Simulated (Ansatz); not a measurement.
**CoPtO2: pressure against volume**

CoPtO2, R-3m, a = 2.810 Å, c = 17.697 Å. The structure is a Materials Project entry; whether it is the stable form wasn't checked. Ansatz: PBEsol, PAW, 420 eV, Γ-centred 18×18×18 mesh on 4 atoms, Gaussian smearing 0.10 eV; no spin polarisation. Shape and atoms are relaxed at each volume; pressure is positive in compression.

```tsv
V (Å³/atom)	P (GPa)
8.875	?
9.178	30.76
9.481	18.66
9.783	8.51
10.086	-0.01
10.388	-7.17
10.691	-13.15
11.094	-19.62
```

**Question.** Take V0 = 10.086 Å³/atom, count pressures from its P0 = -0.01 GPa, fit the third-order Birch–Murnaghan form to the other rows, and predict the missing pressure.

**Answer.** With the Eulerian strain f = ½[(V0/V)^(2/3) − 1] and y = (P − P0)/[3f(1 + 2f)^(5/2)], the form is the line y = B0 + 1.5 B0 (B0′ − 4) f. Rows (f, y): 0.03246, 270.0; 0.02105, 266.7; 0.01027, 262.8; -0.00974, 257.4; -0.01905, 253.4; -0.03076, 249.1. Means f = 0.0007050, y = 259.90; Σ(Δf)² = 0.003003, ΣΔfΔy = 0.9812; the slope is their ratio. y = 259.7 + 326.7 f GPa, so B0 = 259.7 GPa and B0′ = 4 + 2 × (326.7)/(3 × 259.7) = 4.84. At V = 8.875, f = 0.04451, y = 274.24 and P = 45.31 GPa. The run gave 45.20 GPa, so the fit is 0.11 GPa too high, a small miss on the scale of the series.

The cell has an odd number of electrons and ran without spin polarisation, so a magnetic or disproportionated state may lie lower. Spin–orbit coupling is left out, which can shift energies with elements as heavy as these.